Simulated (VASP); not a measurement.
Here is a VASP 6.6.1 calculation.

The input INCAR:

```
SYSTEM = TaC
  PREC = Accurate
  ENCUT = 600
  EDIFF = 1E-7
  ISMEAR = 1
  SIGMA = 0.1
  LREAL = .FALSE.
  LASPH = .TRUE.
  NELM = 80
  ALGO = Fast
  ISIF = 2
  LWAVE = .FALSE.
  LCHARG = .FALSE.
  GGA = PE
  IBRION = 2
  NSW = 40
  EDIFFG = -0.01
```

KPOINTS

```
regular mesh
0
G
  14 14 14
  0 0 0
```

File POSCAR:

```
TaC                                     
1.0
    0.0000000000      2.1934022678      2.1934022678
    2.1934022678     -0.0000000000      2.1934022678
    2.1934022678      2.1934022678      0.0000000000
  Ta              C             
     1     1
Direct
     0.0000000000000000    0.0000000000000000    0.0000000000000000
     0.5000000000000000    0.5000000000000000    0.5000000000000000
```

Potentials or basis: VASP PAW PBE potentials, release 64 (Ta_pv, C).

The run is started by

```bash
$ cat potpaw_PBE.64/Ta_pv/POTCAR potpaw_PBE.64/C/POTCAR > POTCAR
$ mpirun -np 1 vasp_std > vasp.out
```

Problem. What does it give for the band gap on the k mesh?

Solution. None (metal or under the smearing width).

Final structure:
```
Ta C
1.0
     0.00000    2.19340    2.19340
     2.19340    0.00000    2.19340
     2.19340    2.19340    0.00000
Ta C
1 1
Direct
  0.00000 0.00000 0.00000
  0.50000 0.50000 0.50000
```

Caveat: the relaxation stopped at its first step, so nothing moved. The run has no spin-orbit coupling, so splittings on Ta are missing.
